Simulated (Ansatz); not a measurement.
# Al (Im-3m) in Ansatz: notebook

The runs below take Al through relaxation of cell and atoms, with PBEsol.

All numbers are computed with Ansatz 0.2.0; they aren't measurements. Logs are shortened: lines on timing, memory, paths and dates and some standing lists are left out, and cuts for length are marked.

## 1. Starting point

It takes space group Im-3m (No. 229, cubic). The conventional cell has a = 3.182 Å, b = 3.182 Å, c = 3.182 Å, α = 90.00°, β = 90.00°, γ = 90.00°. Al (site symmetry m-3m) has 8 Al at 2.76 Å as nearest neighbours.

This isn't the form of Al at room conditions, which is fcc.

## 2. Relaxation of cell and atoms, PBEsol, target pressure 10 GPa, at which the enthalpy is minimised

input.yaml reads:

```yaml
crystal:
  lattice:
    - [-1.59121869, 1.59121869, 1.59121869]
    - [1.59121869, -1.59121869, 1.59121869]
    - [1.59121869, 1.59121869, -1.59121869]
  atoms:
    - { symbol: Al, position: [0.0, 0.0, 0.0] }
kpoints:
  mp_grid: { grid: [12, 12, 12] }
scf:
  occupations: { method: fermi_dirac, width: 0.05 }
hamiltonian:
  xc: pbesol
  pseudopotentials: { kind: all_electron, lapw: { basis_error: 0.001 } }
output:
  forces: true
  stress: true
relax:
  f_tol: 0.02
  max_steps: 60
  cell: { p_target: 10 }
```

Potentials or basis: all-electron LAPW, scalar-relativistic.

Launch:

```bash
> ansatz run input.yaml --threads 1 --pin off --max-ram 3072MiB --backend cpu --events-out ev --progress --plain --runs-dir out
```

The program printed:

```text
Warning: RAYON_NUM_THREADS=1 ignored (pool sized by the plan → 1); use --threads N
The last accepted step is kept in <dir> (removed where the run ends without a failure and the disk answers)
LAPW: plane waves up to 6.530 Å⁻¹, error target 1.0e-3 eV per atom; small_component_spin mean_spin; Al in spheres of 1.337 Å, 11 of its electrons in bands, Dirac shells [] (how accurate: hamiltonian.pseudopotentials.lapw.basis_error, Limitations)
Engine: ansatz 0.2.0, aarch64-unknown-linux-gnu
Pseudopotentials: kind: all_electron
Pseudopotential: Al, LAPW, valence charge 11, lapw/all_electron/scalar/gaussian/Al, Koelling and Harmon's equation, gaussian nucleus
Functional definition: PBEsol
  exchange = pbesol_x
  correlation = pbesol_c
Crystal: 1 atoms, lattice volume = 16.116 Å³
Basis set: ecut = 162.47659848034232 eV, 79 PW (Γ), exchange–correlation at level 2
Bands: 10, of which v1, the nominal top of the filled ones, is band 6 counted from 1 (5 counted from 0)
Symmetry: 48 space group operations
Space group: Im-3m (ITA 229), of the structure as read, at distance tolerance 2.5e-5 Å
k-points: 72 of 1728
Non-local potential: Al, projectors of the file, none
Initial density: superposition of atomic densities (chi_scale 0.1, normalization cell)
Initial wavefunctions: plane waves of lowest kinetic energy (no species holds an atomic orbital)
Functional: x = pbesol(κ = 0.804, μ = 0.12345679012345678), c = pbesol(β = 0.046)
iter 1 solved again at ethr=1.70e-4 eV; its pass at ethr=1.00e-1 eV (dr2=1.86e-2 eV) is discarded
SCF iter   1: F=—  HF=-6594.502225 eV  |F-HF|=—  |Δ(HF+E_count)|=         —  Δρ=1.29e-2  dr2=1.87e-2  ethr=1.70e-4  ⟨swp⟩=3.1  Hψ=5468  notcnv=0
preconditioner: auto → none  [metal: Δε(μ)=0.031 eV  Ē_g=13.474 eV  σ=0.050 eV  W_gap=0.15  n_scr=0 (ndim 8)  ℏωp=16.0 eV  f_vac=0.000  D(μ)=0.52/eV (n_scr^D=0)]
SCF iter   2: F=—  HF=-6594.478437 eV  |F-HF|=—  |Δ(HF+E_count)|=   2.38e-2  Δρ=5.72e-3  dr2=3.60e-3  ethr=1.70e-4  ⟨swp⟩=2.0  Hψ=1991  notcnv=0
iter 3 solved again at ethr=5.58e-8 eV; its pass at ethr=3.27e-5 eV (dr2=6.14e-6 eV) is discarded
SCF iter   3: F=—  HF=-6594.473533 eV  |F-HF|=—  |Δ(HF+E_count)|=   4.90e-3  Δρ=2.85e-4  dr2=6.19e-6  ethr=5.58e-8  ⟨swp⟩=2.7  Hψ=3528  notcnv=0
SCF iter   4: F=—  HF=-6594.473519 eV  |F-HF|=—  |Δ(HF+E_count)|=   1.41e-5  Δρ=7.50e-5  dr2=4.90e-7  ethr=5.58e-8  ⟨swp⟩=2.0  Hψ=1880  notcnv=0
SCF iter   5: F=-6594.473519 eV  HF=-6594.473519 eV  |F-HF|=2.36e-10  |Δ(HF+E_count)|=   3.31e-7  Δρ=1.29e-6  dr2=1.19e-10  ethr=4.45e-9  ⟨swp⟩=2.0  Hψ=1880  notcnv=0
SCF 1 converged in 5 iterations: F = -6594.473519 eV  dr2 = 1.19e-10
relax step   1: F+E_penalty+E_count = -6594.47351914 eV  Δ(F+E_penalty+E_count) = +0.000e0 eV  max|allowed force component| = 0.000e0 eV/Å  Δτ_max = 0.0000 Å  P = +2.263 GPa  Ω = 16.116 Å³  (5 SCF iters, accepted)
Crystal: 1 atoms, lattice volume = 14.589 Å³
Basis set: ecut = 173.62062296558128 eV, 79 PW (Γ), exchange–correlation at level 2
Initial density: handed on by an earlier stage of this run
Initial wavefunctions: those handed on with the density
iter 1 solved again at ethr=3.67e-7 eV; its pass at ethr=1.00e-1 eV (dr2=4.04e-5 eV) is discarded
SCF iter   1: F=—  HF=-6594.408584 eV  |F-HF|=—  |Δ(HF+E_count)|=         —  Δρ=6.65e-4  dr2=4.08e-5  ethr=3.67e-7  ⟨swp⟩=5.3  Hψ=4879  notcnv=0
preconditioner: auto → none  [metal: Δε(μ)=0.050 eV  Ē_g=14.343 eV  σ=0.050 eV  W_gap=0.24  n_scr=0 (ndim 8)  ℏωp=16.8 eV  f_vac=0.000  D(μ)=0.49/eV (n_scr^D=0)]
SCF iter   2: F=—  HF=-6594.408564 eV  |F-HF|=—  |Δ(HF+E_count)|=   2.01e-5  Δρ=3.38e-4  dr2=1.06e-5  ethr=3.67e-7  ⟨swp⟩=2.0  Hψ=1815  notcnv=0
iter 3 solved again at ethr=2.62e-9 eV; its pass at ethr=9.65e-8 eV (dr2=2.88e-7 eV) is discarded
SCF iter   3: F=—  HF=-6594.408564 eV  |F-HF|=—  |Δ(HF+E_count)|=   1.02e-7  Δρ=5.67e-5  dr2=2.88e-7  ethr=2.62e-9  ⟨swp⟩=2.0  Hψ=3222  notcnv=0
SCF iter   4: F=-6594.408564 eV  HF=-6594.408564 eV  |F-HF|=5.64e-11  |Δ(HF+E_count)|=   4.51e-8  Δρ=1.69e-6  dr2=1.66e-10  ethr=2.62e-9  ⟨swp⟩=2.0  Hψ=1815  notcnv=0
SCF 2 converged in 4 iterations: F = -6594.408564 eV  dr2 = 1.66e-10
relax step   2: F+E_penalty+E_count = -6594.40856399 eV  Δ(F+E_penalty+E_count) = +6.496e-2 eV  max|allowed force component| = 0.000e0 eV/Å  Δτ_max = 0.0000 Å  P = +12.218 GPa  Ω = 14.589 Å³  (4 SCF iters, accepted)
Crystal: 1 atoms, lattice volume = 14.904 Å³
Basis set: ecut = 171.1693481938299 eV, 79 PW (Γ), exchange–correlation at level 2
iter 1 solved again at ethr=3.18e-8 eV; its pass at ethr=1.00e-1 eV (dr2=3.49e-6 eV) is discarded
SCF iter   1: F=—  HF=-6594.430056 eV  |F-HF|=—  |Δ(HF+E_count)|=         —  Δρ=1.34e-4  dr2=1.70e-6  ethr=3.18e-8  ⟨swp⟩=5.2  Hψ=4826  notcnv=0
preconditioner: auto → none  [metal: Δε(μ)=0.125 eV  Ē_g=14.158 eV  σ=0.050 eV  W_gap=0.48  n_scr=0 (ndim 8)  ℏωp=16.7 eV  f_vac=0.000  D(μ)=0.51/eV (n_scr^D=0)]
SCF iter   2: F=—  HF=-6594.430055 eV  |F-HF|=—  |Δ(HF+E_count)|=   1.04e-6  Δρ=6.85e-5  dr2=4.44e-7  ethr=1.55e-8  ⟨swp⟩=2.0  Hψ=1822  notcnv=0
iter 3 solved again at ethr=1.34e-10 eV; its pass at ethr=4.04e-9 eV (dr2=1.48e-8 eV) is discarded
SCF iter   3: F=-6594.430055 eV  HF=-6594.430055 eV  |F-HF|=1.35e-9  |Δ(HF+E_count)|=   1.67e-8  Δρ=1.27e-5  dr2=1.48e-8  ethr=1.34e-10  ⟨swp⟩=2.0  Hψ=3230  notcnv=0
SCF 3 converged in 3 iterations: F = -6594.430055 eV  dr2 = 1.48e-8
relax step   3: F+E_penalty+E_count = -6594.43005506 eV  Δ(F+E_penalty+E_count) = -2.149e-2 eV  max|allowed force component| = 0.000e0 eV/Å  Δτ_max = 0.0000 Å  P = +9.723 GPa  Ω = 14.904 Å³  (3 SCF iters, accepted)
Crystal: 1 atoms, lattice volume = 14.868 Å³
Basis set: ecut = 171.44274595434837 eV, 79 PW (Γ), exchange–correlation at level 2
iter 1 solved again at ethr=5.65e-10 eV; its pass at ethr=1.00e-1 eV (dr2=6.22e-8 eV) is discarded
SCF iter   1: F=—  HF=-6594.427863 eV  |F-HF|=—  |Δ(HF+E_count)|=         —  Δρ=2.80e-6  dr2=8.26e-10  ethr=5.65e-10  ⟨swp⟩=6.0  Hψ=4729  notcnv=0
preconditioner: auto → none  [metal: Δε(μ)=0.121 eV  Ē_g=14.180 eV  σ=0.050 eV  W_gap=0.47  n_scr=0 (ndim 8)  ℏωp=16.7 eV  f_vac=0.000  D(μ)=0.50/eV (n_scr^D=0)]
SCF iter   2: F=-6594.427863 eV  HF=-6594.427863 eV  |F-HF|=6.27e-10  |Δ(HF+E_count)|=   1.44e-8  Δρ=1.58e-6  dr2=2.71e-10  ethr=7.51e-12  ⟨swp⟩=2.0  Hψ=1822  notcnv=0
SCF 4 converged in 2 iterations: F = -6594.427863 eV  dr2 = 2.71e-10
relax step   4: F+E_penalty+E_count = -6594.42786265 eV  Δ(F+E_penalty+E_count) = +2.192e-3 eV  max|allowed force component| = 0.000e0 eV/Å  Δτ_max = 0.0000 Å  P = +9.992 GPa  Ω = 14.868 Å³  (2 SCF iters, accepted)
iter 1 solved again at ethr=2.46e-12 eV; its pass at ethr=1.00e-1 eV (dr2=2.70e-10 eV) is discarded
SCF iter   1: F=—  HF=-6594.427863 eV  |F-HF|=—  |Δ(HF+E_count)|=         —  Δρ=1.58e-6  dr2=2.70e-10  ethr=2.46e-12  ⟨swp⟩=2.9  Hψ=3780  notcnv=0
SCF iter   2: F=-6594.427863 eV  HF=-6594.427863 eV  |F-HF|=7.25e-10  |Δ(HF+E_count)|=  7.43e-10  Δρ=8.06e-7  dr2=7.04e-11  ethr=2.46e-12  ⟨swp⟩=2.0  Hψ=1822  notcnv=0
SCF 5 converged in 2 iterations: F = -6594.427863 eV  dr2 = 7.04e-11
relax step   5: F+E_penalty+E_count = -6594.42786266 eV  Δ(F+E_penalty+E_count) = -3.944e-9 eV  max|allowed force component| = 0.000e0 eV/Å  Δτ_max = 0.0000 Å  P = +9.992 GPa  Ω = 14.868 Å³  stress off target by 8.19e-3 GPa  SCF on the basis re-selected at this cell (its energy is not comparable with the rows above)  (2 SCF iters)
basis re-selected at this cell: Δ(F+E_penalty+E_count) = -3.944e-9 eV, ΔP = -0.000 GPa vs the last step (what re-selecting the basis moved, after the strain that the cell walked since its last selection, with what the two solves' SCF thresholds leave and, on support functions, any second-order correction that the steps lacked; it is no measure of the basis error at this ecutwfc). This SCF's stress stands 8.19e-3 GPa from its target on what of the cell is left free (relax.cell.stress_tol is 5.00e-2 GPa) and its largest allowed force component is 0.00e0 eV/Å (relax.f_tol is 2.00e-2 eV/Å): within both
SCF converged after 2 iterations
Free energy (F): -6594.427863 eV
Harris-Foulkes:  -6594.427863 eV  (|F-HF|=7.25e-10)
Internal energy: -6594.423745 eV  (E = F + TS)
E sigma→0 (E₀):  -6594.425804 eV
Entropy (-TS):   -0.004118 eV (-4.118 meV/atom)
Fermi energy:    11.095185 eV
--- Per-component energies (eV) ---
  E_band       = -485.419732
  E_kinetic    = 6609.080801
  E_xc         = -494.576445
  E_electrostatic = -12708.928101  (all electrons and nuclei)
  E_smearing   = -0.004118  (= −TS)
  E_closure    = 0.000000  (closes the sum)
  E_atoms      = -6590.488843  (free atoms, spherical and without spin; not in F)
  Σ components = -6594.427863   (vs F -6594.427863, Δ=0.00e0)
  Basis errors (estimates in eV, not in F): energy 3.8e-4 per atom: plane waves 3.7e-4 (2.0e-4 summed), levels above the bands 1.6e-62, relativity 8.4e-9, radial functions 1.6e-5, core shells 3.2e-16; eigenvalues (radial functions only) 1.5e-5; not estimated: angular momenta, meshes, grids; target (lapw.basis_error) 1.0e-3; muffin-tin radii Al 1.301 Å
--- Forces (eV/Å), atoms counted from 1 ---
  atom   1  Al     0.00000000    -0.00000000     0.00000000
  max |Σ_I F_I| component: 1.85e-32 eV/Å
--- Stress (GPa, compression-positive) ---
        9.991810       0.000000       0.000000
        0.000000       9.991810      -0.000000
        0.000000      -0.000000       9.991810
  P = ⅓ Tr σ = 9.9918 GPa (99.918 kbar)
--- Relaxed structure (4 steps of the walk, 4 accepted, 1 SCFs on fresh bases) ---
  F+E_penalty+E_count = -6594.42786266 eV   max|allowed force component| = 0.000e0 eV/Å   (the final SCF, on the basis selected at the relaxed cell)
  cell:  # Å, volume = 14.8682 Å³
    - [-1.5490510247637685, 1.5490510247637685, 1.5490510247637685]
    - [1.5490510247637685, -1.5490510247637685, 1.5490510247637685]
    - [1.5490510247637685, 1.5490510247637685, -1.5490510247637685]
  atoms:
    - { symbol: Al, position: [0.0, 0.0, 0.0] }
```

It took 4.4 s on 1 thread of Arm Neoverse V2, shared host; peak memory 0.2 GiB.

What came out:

| Property | Result |
| --- | --- |
| Free energy | -6594.4279 eV |
| Relaxed volume | 14.87 Å³/atom |
| Relaxed cell | a = 2.683 Å, b = 2.683 Å, c = 2.683 Å, α = 109.47°, β = 109.47°, γ = 109.47° |
| Space group after relaxing (to 0.05 Å) | Im-3m (No. 229) |
| Energy change on relaxing (the enthalpy is what falls) | +45.7 meV/atom |
| Ionic steps | 5 |
| Pressure after relaxing | 10.0 GPa |

Step by step:
```tsv
step	energy change (eV)	largest force (eV/Å)	volume (Å³)
1	0.0000	0.0000	16.12
2	0.0650	0.0000	14.59
3	0.0435	0.0000	14.90
4	0.0457	0.0000	14.87
5	0.0457	0.0000	14.87
```

Final structure:
```cif
data_structure
_symmetry_space_group_name_H-M 'P 1'
_symmetry_Int_Tables_number 1
_cell_length_a 2.6830
_cell_length_b 2.6830
_cell_length_c 2.6830
_cell_angle_alpha 109.471
_cell_angle_beta 109.471
_cell_angle_gamma 109.471
_cell_volume 14.87
loop_
_atom_site_label
_atom_site_type_symbol
_atom_site_fract_x
_atom_site_fract_y
_atom_site_fract_z
_atom_site_occupancy
Al1 Al 0.00000 0.00000 0.00000 1
```

## 3. Relaxation of cell and atoms, PBEsol, target pressure 20 GPa, at which the enthalpy is minimised

input.yaml, as its differences from that of step 2:

```diff
@@ -20,2 +20,2 @@
   max_steps: 60
-  cell: { p_target: 10 }
+  cell: { p_target: 20 }
```

Potentials or basis: all-electron LAPW, scalar-relativistic.

Launch:

```bash
> ansatz run input.yaml --threads 1 --pin off --max-ram 3072MiB --backend cpu --events-out ev --progress --plain --runs-dir out
```

Run time: 4.3 s. Hardware: 1 thread of Arm Neoverse V2, shared host; peak memory 0.2 GiB.

Results (log left out):

- Free energy: -6594.3280 eV
- Relaxed volume: 13.78 Å³/atom
- Relaxed cell: a = 2.616 Å, b = 2.616 Å, c = 2.616 Å, α = 109.47°, β = 109.47°, γ = 109.47°
- Space group after relaxing (to 0.05 Å): Im-3m (No. 229)
- Energy change on relaxing (the enthalpy is what falls): +145.6 meV/atom
- Ionic steps: 5
- Pressure after relaxing: 20.0 GPa

Step by step:
| step | energy change (eV) | largest force (eV/Å) | volume (Å³) |
| --- | --- | --- | --- |
| 1 | 0.0000 | 0.0000 | 16.12 |
| 2 | 0.1343 | 0.0000 | 13.87 |
| 3 | 0.1482 | 0.0000 | 13.76 |
| 4 | 0.1456 | 0.0000 | 13.78 |
| 5 | 0.1456 | 0.0000 | 13.78 |

Final structure:
```
Al
1.0
    -1.51026    1.51026    1.51026
     1.51026   -1.51026    1.51026
     1.51026    1.51026   -1.51026
Al
1
Cartesian
  0.0000 0.0000 0.0000
```

## 4. For comparison

An earlier run on the cell as given: functional PBEsol; potentials or basis all-electron LAPW, scalar-relativistic; cutoff 148 eV (chosen from the basis error); basis error allowed 0.001 eV/atom; k mesh 12 × 12 × 12; occupations fermi-dirac, width 0.05 eV; no spin polarisation.

- Pressure: 2.3 GPa
- Band gap on the k mesh: none (metal or under the smearing width)

## 5. Summary

```tsv
task	cell	cutoff (eV)	pressure (GPa)
relaxation of cell and atoms	relaxed to 10 GPa	-	10.0
relaxation of cell and atoms	relaxed to 20 GPa	-	20.0
single point	as given	148	2.3
```

Alike in all rows: level PBEsol; potentials or basis all-electron LAPW, scalar-relativistic; no spin polarisation; k mesh 12 × 12 × 12; smearing fermi-dirac 0.05 eV; basis error allowed 0.001 eV/atom.

Compare energies only between runs with the same functional and basis.
